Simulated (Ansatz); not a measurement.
Runs of Ansatz 0.2.0 on Ti3Al. The structure is hexagonal, space group P-6m2 (No. 187). Conventional cell: a = 2.928 Å, b = 2.928 Å, c = 9.226 Å, α = 90.00°, β = 90.00°, γ = 120.00°. Around Ti (site symmetry 3m) lie 9 Ti at 2.86 to 2.93 Å and 3 Al at 2.86 Å. Ti (site symmetry -6m2) has 12 Ti at 2.86 to 2.93 Å as nearest neighbours. Around Al (site symmetry -6m2) lie 6 Ti at 2.86 Å and 6 Al at 2.93 Å. The cell comes from a database or a generator and needn't be the stable form of this composition.

```tsv
task	level	potentials or basis	cell	k mesh	cutoff (eV)	smearing	mesh quality	gap on the mesh (eV)	pressure (GPa)	relaxed volume (Å³/atom)	largest force (eV/Å)
projected density of states	PBEsol	Ansatz PAW	as given	6 × 6 × 2	420	fermi-dirac 0.05 eV	coarse	none	-3.3	-	0.01
projected density of states	r2SCAN	Ansatz PAW	as given	6 × 6 × 2	500	fermi-dirac 0.05 eV	coarse	none	-0.7	-	0.06
single point	PBEsol	Ansatz PAW	as given	10 × 10 × 3	420	fermi-dirac 0.05 eV	not flagged	none	(b)	-	0.08
relaxation of cell and atoms	PBEsol+D3(BJ)+ATM	Ansatz PAW	relaxed	10 × 10 × 3	420	fermi-dirac 0.05 eV	not flagged	none	0.0	15.99	-
density of states	HSE06+D4	Ansatz PAW	as given	6 × 6 × 2	420	methfessel-paxton 0.1 eV	coarse	none	-	-	0.01
single point	PBEsol	JTH PAW	as given	10 × 10 × 3	1230	fermi-dirac 0.05 eV	not flagged	none	-3.2	-	0.08
relaxation of cell and atoms	PBEsol	Ansatz PAW	relaxed	10 × 10 × 3	420	fermi-dirac 0.05 eV	not flagged	none	0.0	16.60	-
relaxation of cell and atoms	PBEsol+D3(BJ)	Ansatz PAW	relaxed	10 × 10 × 3	420	fermi-dirac 0.05 eV	not flagged	none	0.0	15.85	0.01
projected density of states	LDA	Ansatz PAW	as given	6 × 6 × 2	420	fermi-dirac 0.05 eV	coarse	none	-7.0	-	(a)
single point	HSE06+D4	Ansatz PAW	as given	6 × 6 × 2	420	gaussian 0.05 eV	coarse	none	-	-	0.01
phonons	PBEsol	Ansatz PAW	as given	10 × 10 × 4	420	fermi-dirac 0.05 eV	not flagged	none	-	-	-
```

Alike in all rows: no spin polarisation.

Question: Fill in the values left out.

Answer: (a) 0.07; (b) -3.4.

Caveats: some runs use coarse meshes; the PAW data sets come from PBE, with cores solved anew for the run's functional, which leaves a small shift of forces and pressure (some runs); the density of states is complete only up to the lowest level of the last band computed (some runs); pairwise dispersion overbinds metals, which lowers pressure and volume (some runs); the plane-wave basis is chosen anew once the cell has moved, so the energies of steps on either side of that aren't comparable (some runs).

A k mesh can miss the band edges.

A gap of «none» marks a metal or a gap under the smearing width.

Not every run made on this cell is shown here.
